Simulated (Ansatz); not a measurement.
Deforming InSe

```
In Se
1.0
     2.00000    1.15470    8.31667
    -2.00000    1.15470    8.31667
     0.00000   -2.30940    8.31667
In Se
2 2
Cartesian
  0.0000 0.0000 0.0000
  0.0000 0.0000 2.7994
  0.0000 0.0000 15.3567
  0.0000 0.0000 20.7085
```

Atom numbers follow the list: In1, In2, Se3, Se4.

The cell is COD entry 1534648, which may be a prediction rather than a measurement; nothing was relaxed.

Spin–orbit coupling is left out, though it moves levels of the heavy atoms by tenths of an eV or more.

Computed with Ansatz 0.2.0, DFT, PBE, all-electron LAPW, scalar-relativistic.

Sampling and basis: a Γ-centred 7×7×7 k mesh, Fermi–Dirac smearing of 0.01 eV, basis error target 1 meV/atom, no spin polarisation.

The unchanged cell is at 2.91 GPa.

x, y and z are the Cartesian axes of the cell as listed; fractional coordinates follow a strain, and an engineering shear is twice the off-diagonal strain component.

One change gave: energy change +4 meV/atom; stress change (xx, yy, zz, yz, xz, xy) 0.11, 0.04, 0.05, 0.78, 0.81, 0.74 GPa, compression positive; change of the force on Se4 (0.262, 0.160, 0.019) eV/Å; gap on the k mesh 0.75 → 0.73 eV. Which change was it?
A. equal xy, yz and zx engineering shear strains of -1 %
B. equal xy, yz and zx engineering shear strains of -2 %
C. equal xy, yz and zx engineering shear strains of -3 %
D. equal xy, yz and zx engineering shear strains of +1 %
E. equal xy, yz and zx engineering shear strains of +3 %
F. equal xy, yz and zx engineering shear strains of +2 %

B. For equal xy, yz and zx engineering shear strains of -3 %: energy change +10 meV/atom; stress change (xx, yy, zz, yz, xz, xy) 0.22, 0.12, 0.11, 1.18, 1.24, 1.12 GPa, compression positive; change of the force on Se4 (0.406, 0.248, 0.043) eV/Å; gap on the k mesh 0.75 → 0.72 eV. For equal xy, yz and zx engineering shear strains of -1 %: energy change +1 meV/atom; stress change (xx, yy, zz, yz, xz, xy) 0.03, 0.00, 0.01, 0.38, 0.40, 0.36 GPa, compression positive; change of the force on Se4 (0.127, 0.078, 0.005) eV/Å; gap on the k mesh 0.75 → 0.74 eV. For equal xy, yz and zx engineering shear strains of +2 %: energy change +4 meV/atom; stress change (xx, yy, zz, yz, xz, xy) 0.04, 0.10, 0.05, -0.74, -0.77, -0.71 GPa, compression positive; change of the force on Se4 (-0.231, -0.142, 0.018) eV/Å; gap on the k mesh 0.75 → 0.73 eV. For equal xy, yz and zx engineering shear strains of +1 %: energy change +1 meV/atom; stress change (xx, yy, zz, yz, xz, xy) 0.00, 0.03, 0.01, -0.38, -0.39, -0.36 GPa, compression positive; change of the force on Se4 (-0.119, -0.073, 0.005) eV/Å; gap on the k mesh 0.75 → 0.74 eV. For equal xy, yz and zx engineering shear strains of +3 %: energy change +9 meV/atom; stress change (xx, yy, zz, yz, xz, xy) 0.11, 0.20, 0.11, -1.10, -1.14, -1.05 GPa, compression positive; change of the force on Se4 (-0.337, -0.206, 0.041) eV/Å; gap on the k mesh 0.75 → 0.72 eV.
